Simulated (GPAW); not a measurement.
# Ga (I4/mmm) in GPAW: convergence with basis set

Aim: find how far basis set must go before the results for Ga settle, at PBE. This setting moves, with any that are tied to it; all else stays.

Everything below comes from runs of GPAW 26.7.0. Logs are shortened: lines on timing, memory, paths and dates and some standing lists are left out, and cuts for length are marked. The log counts tension as positive stress, the text compression.

## (1) The crystal as given

It takes space group I4/mmm (No. 139, tetragonal). The conventional cell has a = 2.769 Å, b = 2.769 Å, c = 4.622 Å, α = 90.00°, β = 90.00°, γ = 90.00°. Around Ga (site symmetry 4/mmm) lie 12 Ga at 2.77 to 3.03 Å.

This isn't the form of Ga at room conditions, which is orthorhombic.

## (2) With basis set lcao:sz(dzp)

Input file run.py:

```python
from ase import Atoms
from ase.dft.bandgap import bandgap
from ase.io import write
from gpaw import GPAW

atoms = Atoms(['Ga'],
              cell=[[-1.3843987196, 1.3843987196, 2.3112238365],
                    [1.3843987196, -1.3843987196, 2.3112238365],
                    [1.3843987196, 1.3843987196, -2.3112238365]],
              scaled_positions=[[0.0, 0.0, 0.0]],
              pbc=True)

calc = GPAW(mode='lcao',
            h=0.16,
            basis='sz(dzp)',
            xc='PBE',
            kpts={'size': (10, 10, 10), 'gamma': True},
            occupations={'name': 'fermi-dirac', 'width': 0.05},
            convergence={'density': 1e-05, 'energy': 1e-05},
            maxiter=100,
            txt='gpaw.txt')
atoms.calc = calc
energy = atoms.get_potential_energy()
forces = atoms.get_forces()
calc.write('gs.gpw')
write('result.traj', atoms)
print(f'Energy: {energy:.6f} eV')
print('Forces (eV/A):')
print(forces.round(4))
print('Fermi level:', round(calc.get_fermi_level(), 4), 'eV')
print(f'Gap: {bandgap(calc)[0]:.4f} eV, direct: {bandgap(calc, direct=True)[0]:.4f} eV')
```

Potentials or basis: GPAW PAW data sets (gpaw-data 1.2.1), lcao:sz(dzp).

The run is started by

```bash
$ OMP_NUM_THREADS=1 python run.py
```

It took 82 s on 1 thread of Arm Neoverse V1, shared host; peak memory 0.14 GiB.

What came out:

```yaml
Free_energy: -2.6698 eV
Band_gap_on_the_k_mesh: none (metal or under the smearing width)
```

## (3) With basis set lcao:szp(dzp)

run.py, as its differences from that of step 2:

```diff
@@ -14,3 +14,3 @@
             h=0.16,
-            basis='sz(dzp)',
+            basis='szp(dzp)',
             xc='PBE',
```

Potentials or basis: GPAW PAW data sets (gpaw-data 1.2.1), lcao:szp(dzp).

The run is started by

```bash
$ OMP_NUM_THREADS=1 python run.py
```

Run time: 5.9 min. Hardware: 1 thread of Arm Neoverse V1, shared host; peak memory 0.16 GiB.

What came out:

```
Free energy            : -2.7225 eV
Band gap on the k mesh : none (metal or under the smearing width)
```

## (4) With basis set lcao:dz(dzp)

run.py, as its differences from that of step 3:

```diff
@@ -14,3 +14,3 @@
             h=0.16,
-            basis='szp(dzp)',
+            basis='dz(dzp)',
             xc='PBE',
```

Potentials or basis: GPAW PAW data sets (gpaw-data 1.2.1), lcao:dz(dzp).

The run is started by

```bash
$ OMP_NUM_THREADS=1 python run.py
```

Run time: 1.9 min. Hardware: 1 thread of Arm Neoverse V1, shared host; peak memory 0.15 GiB.

Results:

* Free energy: -2.7742 eV
* Band gap on the k mesh: none (metal or under the smearing width)

## (5) With basis set lcao:dzp

run.py, as its differences from that of step 4:

```diff
@@ -14,3 +14,3 @@
             h=0.16,
-            basis='dz(dzp)',
+            basis='dzp',
             xc='PBE',
```

Potentials or basis: GPAW PAW data sets (gpaw-data 1.2.1), lcao:dzp.

The run is started by

```bash
$ OMP_NUM_THREADS=1 python run.py
```

Run time: 7 min. Hardware: 1 thread of Arm Neoverse V1, shared host; peak memory 0.16 GiB.

It converged, with:

| Quantity | Value |
| --- | --- |
| Free energy | -2.7913 eV |
| Band gap on the k mesh | none (metal or under the smearing width) |

## (6) With basis set fd

run.py, as its differences from that of step 5:

```diff
@@ -12,5 +12,4 @@
 
-calc = GPAW(mode='lcao',
+calc = GPAW(mode='fd',
             h=0.16,
-            basis='dzp',
             xc='PBE',
@@ -18,2 +17,3 @@
             occupations={'name': 'fermi-dirac', 'width': 0.05},
+            nbands=7,
             convergence={'density': 1e-05, 'energy': 1e-05},
```

Potentials or basis: GPAW PAW data sets (gpaw-data 1.2.1), fd.

The run is started by

```bash
$ OMP_NUM_THREADS=1 python run.py
```

Run time: 23 s. Hardware: 1 thread of Arm Neoverse V1, shared host; peak memory 0.27 GiB.

Results (log left out):

- Free energy: -2.8792 eV
- Band gap on the k mesh: none (metal or under the smearing width)

## (7) With basis set pw

run.py, as its differences from that of step 6:

```diff
@@ -3,3 +3,4 @@
 from ase.io import write
-from gpaw import GPAW
+from ase.units import GPa
+from gpaw import GPAW, PW
 
@@ -12,4 +13,3 @@
 
-calc = GPAW(mode='fd',
-            h=0.16,
+calc = GPAW(mode=PW(600),
             xc='PBE',
@@ -24,2 +24,3 @@
 forces = atoms.get_forces()
+stress = atoms.get_stress()
 calc.write('gs.gpw')
@@ -29,2 +30,3 @@
 print(forces.round(4))
+print('Stress (GPa):', (stress / GPa).round(3))
 print('Fermi level:', round(calc.get_fermi_level(), 4), 'eV')
```

Potentials or basis: GPAW PAW data sets (gpaw-data 1.2.1), pw.

The run is started by

```bash
$ OMP_NUM_THREADS=1 python run.py
```

gpaw.txt:

```text
__  _  _
 | _ |_)|_||  |
 |__||  | ||/\| - 26.7.0

Input parameters:
  mode=PW(ecut=600.0),
  convergence={'density': 1e-05, 'energy': 1e-05},
  kpts=MonkhorstPack(size=(10, 10, 10), gamma=True),
  maxiter=100,
  nbands=7,
  occupations=Occupations(name='fermi-dirac', width=0.05),
  xc=XC(name='PBE')

Diagonalizing LCAO Hamiltonian
Converting LCAO to pw mode

       Ga

Atoms  # Å, Bohr magnetons
|   | symbol |        x |        y |        z |    initial magnetic moments |
|---|--------|----------|----------|----------|-----------------------------|
| 0 |     Ga | 0.000000 | 0.000000 | 0.000000 | ( 0.0000,  0.0000,  0.0000) |

Unit cell  # Å
| periodic |         x |         y |         z |  lengths |     angles |
|----------|-----------|-----------|-----------|----------|------------|
|      yes | -1.384399 |  1.384399 |  2.311224 | 3.029006 | 125.606528 |
|      yes |  1.384399 | -1.384399 |  2.311224 | 3.029006 | 125.606528 |
|      yes |  1.384399 |  1.384399 | -2.311224 | 3.029006 |  80.535805 |

Number of symmetries: 16
Symmetry operations  # r_c * U_cc + t_c -> r_c
|    | kind |            matrix            |
|----|------|------------------------------|
|  0 |  σ   |  1, 1, 1,  0, 0,-1,  0,-1, 0 |
|  1 |  C4  |  1, 1, 1,  0, 0,-1, -1, 0, 0 |
|  2 |  E   |  1, 0, 0,  0, 1, 0,  0, 0, 1 |
|  3 |  σ   |  1, 0, 0,  0, 1, 0, -1,-1,-1 |
|  4 |  σ   |  0, 1, 0,  1, 0, 0,  0, 0, 1 |
|  5 |  C2  |  0, 1, 0,  1, 0, 0, -1,-1,-1 |
|  6 |  C2  |  0, 0, 1, -1,-1,-1,  1, 0, 0 |
|  7 |  S4  |  0, 0, 1, -1,-1,-1,  0, 1, 0 |
|  8 |  C4  |  0, 0,-1,  1, 1, 1,  0,-1, 0 |
|  9 |  σ   |  0, 0,-1,  1, 1, 1, -1, 0, 0 |
| 10 |  σ   |  0,-1, 0, -1, 0, 0,  1, 1, 1 |
| 11 |  C2  |  0,-1, 0, -1, 0, 0,  0, 0,-1 |
| 12 |  C2  | -1, 0, 0,  0,-1, 0,  1, 1, 1 |
| 13 |  i   | -1, 0, 0,  0,-1, 0,  0, 0,-1 |
| 14 |  S4  | -1,-1,-1,  0, 0, 1,  1, 0, 0 |
| 15 |  C2  | -1,-1,-1,  0, 0, 1,  0, 1, 0 |

BZ-sampling:
  Number of BZ points: 1000
  Number of IBZ points: 102

  Monkhorst-Pack size: [10, 10, 10]
  Monkhorst-Pack shift: [0.05, 0.05, 0.05]

K-points  # in reciprocal-cell coordinates
|     |                                coordinates |     weight |
|-----|--------------------------------------------|------------|
|   0 | (  0.00000000,   0.00000000,   0.00000000) | 0.00100000 |
|   1 | (  0.10000000,  -0.10000000,   0.00000000) | 0.00400000 |
|   2 | (  0.10000000,  -0.10000000,   0.10000000) | 0.00400000 |
|   3 | (  0.10000000,   0.00000000,   0.00000000) | 0.00800000 |
|   4 | (  0.10000000,   0.10000000,  -0.10000000) | 0.00200000 |
|   5 | (  0.20000000,  -0.20000000,   0.00000000) | 0.00400000 |
|   6 | (  0.20000000,  -0.20000000,   0.10000000) | 0.00800000 |
|   7 | (  0.20000000,  -0.20000000,   0.20000000) | 0.00400000 |
|   8 | (  0.20000000,  -0.10000000,   0.00000000) | 0.01600000 |
|   9 | (  0.20000000,  -0.10000000,   0.10000000) | 0.00800000 |
| ... |                                            |            |
| 101 | (  0.50000000,   0.50000000,   0.50000000) | 0.00100000 |

Plane wave coefficients: 613
Cutoff: 600.0 eV

Spin-components: 1 (collinear spins)
Bands:           7
Projectors:      5
Spin-degeneracy: 2
Datatype:        complex128

Parallelization:
  kpt:    1
  domain: 1
  band:   1

Density:
  Valence electrons: 3.0
  Components: 1
  Grid points: [18 18 18]
  Charge: 0.0  # |e|

Potential:
  Grid points: [18 18 18]

species:
  Ga:
    name:    Gallium
    Z:       31.0
    valence: 3
    core:    28
    charge:  0.0  # [|e|]
    compensation charges:
      type: gauss
      rc: 0.37  # [Å]
      lmax: 2
    cutoffs:
      filter: 2.06  # [Å]
      core: 4.17  # [Å]
    projectors
    | kind |    occ | energy [eV] | rcut [Å] |
    |------|--------|-------------|----------|
    |   4s |  2.000 |      -8.945 |    1.164 |
    |   4p |  1.000 |      -2.580 |    1.164 |
    |    s |        |      18.266 |    1.164 |
    |    p |        |      24.631 |    1.164 |
    |    d |        |       0.000 |    1.164 |

    Using partial waves for Ga as LCAO basis

Reference energy: -52884.671529  # eV

eigensolver:
  PPCG
  Converge bands: occupied
  niter=2

density mixing:
  MSR1-Mixer
  Pratt-step length: 0.05
  Maximum mixing coefficient: 0.75
  Old densities: 10
  SVD Regularization: 0.005
  Good broyden scale: 1.0
  Trust region scale: 1.0
  Backstep threshold: 4.0
  History deletion threshold: 6.0
  Fourier metric: weight=20.0, sigma=0.015

occupation numbers:
  Fermi-Dirac:
    width: 0.0500  # eV

poisson solver:
  ecut: 4800.0  # eV

xc functional:
  name: PBE with 2 nearest neighbor stencil

convergence criteria:
- Maximum integral of absolute [dens]ity change: 1e-05 electrons / valence electron
- Maximum [total energy] change in last 3 cyles: 1e-05 eV / valence electron
- Maximum integral of absolute [eigenst]ate change: 4e-08 eV^2 / valence electron
maximum number of iterations: 100

SCF iterations
|iter     | |      energy | eigst |  dens |
|---------|-|-------------|-------|-------|
|iter:   1| |   -2.889527 | -0.92 |       |
|iter:   2| |   -2.888572 | -3.45 | -1.06 |
|iter:   3| |   -2.879750 | -3.70 | -1.08 |
|iter:   4| |   -2.879046 | -4.53 | -1.63 |
|iter:   5| |   -2.879045 | -6.08 | -2.92 |
|iter:   6| |   -2.879045c| -6.92 | -3.35 |
|iter:   7| |   -2.879045c| -8.09c| -4.73 |
|iter:   8| |   -2.879045c| -8.90c| -5.21c|

Converged in 8 steps
Energy contributions relative to reference atoms: (reference = -52884.671529)

Energy contributions:
  Kinetic:          10.657550
  Coulomb:          -8.510536
  Zero:              0.008844
  External:          0.000000
  Xc:               -5.033135
  Entropy:          -0.003537
  Spinorbit:         0.000000
  ----------------------------
  Free energy:      -2.880814
  Extrapolated:     -2.879045

dipole moment: (-3.564382, -3.564382, -5.950658)  # |e|*Ang

Fermi level: 6.804
Eigenvalues  # (at kpt = [0.000, 0.000, 0.000])
| band index |      eig [eV] | occ [0-2] |
|------------|---------------|-----------|
|          0 |        -4.680 |     2.000 |
|          1 |        19.597 |     0.000 |
|          2 |        19.929 |     0.000 |
|          3 |        19.929 |     0.000 |
|          4 |        21.709 |     0.000 |
|          5 |        22.739 |     0.000 |
|          6 |        22.739 |     0.000 |

No gap
No difference between direct/indirect transitions

Forces  # eV/Ang
|       x |       y |       z |
|---------|---------|---------|
| 0.00000 | 0.00000 | 0.00000 |  # Ga   0

Stress tensor  # eV/Ang^3
|         x |         y |         z |
|-----------|-----------|-----------|
| -0.035479 |  0.000000 |  0.000000 |
|  0.000000 | -0.035479 |  0.000000 |
|  0.000000 |  0.000000 | -0.008228 |

# Writing to gs.gpw (mode='')
```

Wall time 10 s (1 thread of Arm Neoverse V1, shared host); peak memory 0.13 GiB.

What came out:

```yaml
Free_energy: -2.8808 eV
Pressure: 4.2 GPa
Band_gap_on_the_k_mesh: none (metal or under the smearing width)
```

## (8) Summary

```csv
basis set,"energy less the tightest run, at zero smearing (meV/atom)",SCF cycles,CPU time (s),peak memory (GiB)
lcao:sz(dzp),211.35,7,82,0.14
lcao:szp(dzp),158.54,7,350,0.16
lcao:dz(dzp),106.56,7,120,0.15
lcao:dzp,89.59,7,420,0.16
fd,1.62,9,23,0.27
pw,0.00,8,10,0.13
```

Not settled before the last step: the energy (to 1 meV/atom). The tightest run that finished is the yardstick and may itself not be fully converged.
